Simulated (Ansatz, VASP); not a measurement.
**PbO in VASP and in Ansatz**

```
Pb O
1.0
     3.40096    0.00000    0.00000
    -1.70048    2.94532    0.00000
     0.00000    0.00000    3.23082
Pb O
1 1
Direct
  0.00000 0.00000 0.00000
  0.33333 0.66667 0.50000
```

Alike in both runs: functional PBE; k mesh 14 × 14 × 12; occupations fermi-dirac, width 0.05 eV; no spin polarisation.

Ansatz relaxed the structure, and its values are those at the end. VASP's run is a single point on that final structure, the one shown.

|  | VASP | Ansatz |
| --- | --- | --- |
| version | VASP 6.6.1 | Ansatz 0.2.0 |
| potentials or method | VASP PAW PBE potentials, release 64 (Pb_d, O) | PAW with Ansatz's default frozen-core files, scalar-relativistic |
| plane-wave cutoff (eV) | 520 | 420 |
| valence electrons in the cell | 20 | 20 |

```csv
,VASP,Ansatz,Ansatz less VASP
pressure (GPa),11.9,12.0,+0.07
```

Spin-orbit coupling is left out, which matters for the levels of Pb.
